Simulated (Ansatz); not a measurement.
The geometry is COD entry 9011614, unchecked; take it as a test cell.

Input and log of a run on Bi: DFT, PBE, PAW with Ansatz's default frozen-core files, scalar-relativistic (Ansatz 0.2.0).

Command: `ansatz run input.yaml --threads 1 --pin off --max-ram 2048MiB --backend cpu --events-out ev --progress --plain --runs-dir out` The run took about 11 s on 1 thread of a shared machine.

```yaml
crystal:
  lattice:
    - [4.5390002997, 0.0, 0.0]
    - [-2.2695001499, 3.9308895674, 0.0]
    - [0.0, 0.0, 11.829]
  atoms:
    - { symbol: Bi, position: [0.3333333333, 0.6666666667, 0.25] }
    - { symbol: Bi, position: [0.6666666667, 0.3333333333, 0.75] }
kpoints:
  mp_grid: { grid: [9, 9, 3] }
  band_path:
    path:
      - [0.0, 0.0, 0.0]
      - [0.5, 0.0, 0.0]
      - [0.3333333333, 0.3333333333, 0.0]
      - [0.0, 0.0, 0.0]
      - [0.0, 0.0, 0.5]
      - [0.5, 0.0, 0.5]
      - [0.3333333333, 0.3333333333, 0.5]
      - [0.0, 0.0, 0.5]
      - [0.5, 0.0, 0.5]
    npoints: 8
scf:
  occupations: { method: fermi_dirac, width: 0.03 }
hamiltonian:
  xc: pbe
  pseudopotentials: { kind: paw }
output:
  forces: true
  stress: true
  eigenvalues: true
  efg: { contact_densities: true }
  populations: true
  bader: true
  dos: { projected: true, de: 0.2, e_range: [-14, 8] }
```

What the program printed:

```
Bi: output.efg is read without spin–orbit coupling, which moves field gradients at and beside such atoms by some per cent and up to a factor of two; PAW files take it under magnetization.noncollinear and magnetization.spin_orbit
Engine: ansatz 0.2.0
Pseudopotentials: kind: paw
Pseudopotential: Bi, paw, valence charge 15, recommended cutoff 420 eV (normal)
Functional definition: PBE
  parameter kappa = 0.804
  parameter beta = 0.06672455060314922
  exchange = pbe_x(kappa = kappa, mu = beta*pi^2/3)
  correlation = pbe_c(beta = beta)
Crystal: 2 atoms, lattice volume = 211.057 Å³
Basis set: ecut = 420 eV, 4161 PW (Γ), exchange–correlation on 64×64×160 points (8 copies of the dense FFT grid, shifted against one another)
Bands: 19, of which v1, the nominal top of the filled ones, is band 15 counted from 1 (14 counted from 0)
Symmetry: 24 space group operations
Space group: P63/mmc (ITA 194), of the structure as read, at distance tolerance 6.0e-5 Å
k-points: 24 of 243
Non-local potential: Bi, projectors of the file, l = 0: 2, l = 1: 2, l = 2: 2, l = 3: 2
PAW form: soft (Blöchl's): semilocal exchange-correlation on the pseudo side does not see the compensation charge
PAW one-centre angular grid: Bi, 590 points (default); XC on 64 Gauss nodes
Initial density: superposition of atomic densities (neutral atoms: chi_scale 0, normalization atom), corrected by the library's trained network
Initial wavefunctions: pseudopotential atomic-orbital guess
Functional: x = pbe(κ = 0.804, μ = 0.2195149727645171), c = pbe(β = 0.06672455060314922)
SCF iter   1: F=—  HF=-24788.544932 eV  |F-HF|=—  |Δ(HF+E_count)|=         —  Δρ=1.13e-3  dr2=4.67e-3  ethr=1.77e-3  ⟨swp⟩=7.4  Hψ=2557  notcnv=0
preconditioner: auto → LDOS  [metal: Δε(μ)=0.024 eV  Ē_g=2.171 eV  σ=0.030 eV  W_gap=0.20  n_scr=36 (ndim 8)  ℏωp=6.3 eV  f_vac=0.316  D(μ)=6.86/eV (n_scr^D=50)  β→1.0]
SCF iter   2: F=—  HF=-24788.545831 eV  |F-HF|=—  |Δ(HF+E_count)|=   8.99e-4  Δρ=5.97e-4  dr2=9.90e-4  ethr=1.56e-5  ⟨swp⟩=2.5  Hψ=1100  notcnv=0  defer=2
SCF iter   3: F=—  HF=-24788.545684 eV  |F-HF|=—  |Δ(HF+E_count)|=   1.47e-4  Δρ=2.39e-4  dr2=1.68e-4  ethr=3.30e-6  ⟨swp⟩=2.0  Hψ=900  notcnv=0  defer=2
SCF iter   4: F=—  HF=-24788.545710 eV  |F-HF|=—  |Δ(HF+E_count)|=   2.61e-5  Δρ=8.97e-5  dr2=3.86e-5  ethr=5.61e-7  ⟨swp⟩=2.9  Hψ=826  notcnv=0  defer=2
SCF iter   5: F=—  HF=-24788.545770 eV  |F-HF|=—  |Δ(HF+E_count)|=   6.01e-5  Δρ=2.13e-5  dr2=2.39e-6  ethr=1.29e-7  ⟨swp⟩=2.0  Hψ=569  notcnv=0  defer=2
SCF iter   6: F=—  HF=-24788.545770 eV  |F-HF|=—  |Δ(HF+E_count)|=   3.57e-8  Δρ=8.36e-6  dr2=1.73e-7  ethr=7.96e-9  ⟨swp⟩=2.5  Hψ=587  notcnv=0  defer=2
SCF iter   7: F=-24788.545770 eV  HF=-24788.545770 eV  |F-HF|=2.59e-9  |Δ(HF+E_count)|=   1.47e-8  Δρ=8.89e-7  dr2=5.83e-9  ethr=3.33e-10  ⟨swp⟩=7.4  Hψ=2136  notcnv=0
SCF 1 converged in 7 iterations: F = -24788.545770 eV  dr2 = 5.83e-9
  greatest PAW one-centre occupation: 0.988 electrons in one spin orbital (limit 2), on the Bi atom at site 1 (counted from 0), in its partial waves of l = 2
NSCF: frozen V_eff on 65 k-points
SCF converged after 7 iterations
Free energy (F): -24788.545770 eV
Harris-Foulkes:  -24788.545770 eV  (|F-HF|=2.59e-9)
Internal energy: -24788.523624 eV  (E = F + TS)
E sigma→0 (E₀):  -24788.534697 eV
Entropy (-TS):   -0.022146 eV (-11.073 meV/atom)
Fermi energy:    0.080506 eV
--- Per-component energies (eV) ---
  E_band       = -497.756554
  E_kinetic    = 595.129674
  E_local      = -4635.346091  (includes V_loc(G=0)·N_el)
  E_nonlocal   = 1119.120545
  E_hartree    = 1636.849880
  E_xc         = -294.886356
  E_vxc        = -277.824979  (∫ρ·V_xc dr)
  E_paw        = -21326.213348  (= ΣΔE_a)
  E_vpaw       = -572.536635  (= ΣTr[D̂ρ^β])
  E_aug_tail   = -0.000870  (compensation charges beyond the density's cutoff)
  E_ewald      = -1883.177057
  E_smearing   = -0.022146  (= −TS)
  E_closure    = -0.000000  (closes the sum)
  Σ components = -24788.545770   (vs F -24788.545770, Δ=0.00e0)
--- Forces (eV/Å), atoms counted from 1 ---
  atom   1  Bi     0.00000000    -0.00000000     0.00000000
  atom   2  Bi    -0.00000000     0.00000000     0.00000000
  max |Σ_I F_I| component: 7.23e-20 eV/Å
--- Stress (GPa, compression-positive) ---
       -4.742912      -0.000000       0.000000
       -0.000000      -4.742912       0.000000
        0.000000       0.000000      -0.319431
  P = ⅓ Tr σ = -3.2684 GPa (-32.684 kbar)
--- PAW observables at the nuclei: V_zz in 10²¹ V/m², potentials from the cell's mean, atoms counted from 1 ---
  atom   1  Bi V_zz =   -12.904367   η = 0.0000   by run symmetry: allowed
            electrostatic potential = -17818.386820 V   contact ρ = 17906414.317108 e/Å³
  atom   2  Bi V_zz =   -12.904367   η = 0.0000   by run symmetry: allowed
            electrostatic potential = -17818.386820 V   contact ρ = 17906414.317108 e/Å³
--- Band table (eV; the first three rows and the last of 24) ---
  k-point 0: bands = ["-22.7437", "-22.7437", "-22.7394", "-22.7394", "-22.7394", "-22.7394", "-22.7366", "-22.7366", "-22.7366", "-22.7366", "-10.2086", "-10.1981", "-0.7567", "-0.2556", "1.5107", "1.5107", "1.5227", "1.5227", "3.1290"]
  k-point 1: bands = ["-22.7437", "-22.7437", "-22.7394", "-22.7394", "-22.7394", "-22.7394", "-22.7366", "-22.7366", "-22.7366", "-22.7366", "-10.2060", "-10.2007", "-0.6504", "-0.4037", "1.5137", "1.5137", "1.5197", "1.5197", "3.4934"]
  k-point 2: bands = ["-22.7433", "-22.7432", "-22.7397", "-22.7397", "-22.7395", "-22.7395", "-22.7365", "-22.7365", "-22.7357", "-22.7357", "-10.1729", "-10.1628", "-0.6786", "-0.1944", "0.9390", "0.9692", "1.4140", "1.4315", "3.4840"]
  k-point 23: bands = ["-22.7411", "-22.7411", "-22.7411", "-22.7411", "-22.7395", "-22.7395", "-22.7325", "-22.7325", "-22.7325", "-22.7325", "-9.8313", "-9.8313", "-0.6470", "-0.6357", "-0.6357", "-0.6159", "0.3281", "0.3281", "5.5653"]
--- Löwdin populations: 2 sites ---
  site symbol       q [e]
     0     Bi     14.9940
     1     Bi     14.9940
  spilling = 0.000402 (of n_electrons = 30.000000)
--- Bader charges: 2 sites ---
  site symbol  charge [e]  shift [e]
     0     Bi      0.0000     0.0000
     1     Bi      0.0000     0.0000
  estimated error of the sums over rays = 6.4e-6 e
```
